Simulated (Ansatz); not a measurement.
## AlRu (Pm-3m), one atom moved over a plane

The calculation used Ansatz 0.2.0, DFT PBE, scalar-relativistic, plane waves, PAW. Settings: plane waves to 420 eV, k-mesh 20×20×20 (Γ-centred), Gaussian smearing 0.15 eV. No spin polarisation. Energies are free energies at this smearing, counted from the undisturbed cell; pressure is positive in compression.

Zero of the scan (relaxed at this level; it needn't be the usual structure):

```
Al Ru
1.0
     3.00408    0.00000    0.00000
     0.00000    3.00408    0.00000
     0.00000    0.00000    3.00408
Al Ru
1 1
Direct
  0.00000 0.00000 0.00000
  0.50000 0.50000 0.50000
```

Atom 1 (Al) is moved by p along (0.707, 0.707, 0.000) and q along (0.000, 0.000, 1.000) (Å), all else fixed. Points are written (p, q).

Energy above the undisturbed cell in eV/cell (a dash: not computed):

```csv
p \ q,-0.450,-0.225,0.000,0.225,0.450
-0.450,?,1.19,0.86,1.19,?
-0.225,?,0.41,0.19,0.41,?
0.000,0.73,0.19,0.00,0.19,0.73
0.225,?,0.41,0.19,0.41,?
0.450,?,1.19,0.86,1.19,?
```

Question: Fill in the withheld energies.

Answer: (-0.450, -0.450): 2.17; (-0.450, 0.450): 2.17; (-0.225, -0.450): 1.05; (-0.225, 0.450): 1.05; (0.225, -0.450): 1.05; (0.225, 0.450): 1.05; (0.450, -0.450): 2.17; (0.450, 0.450): 2.17.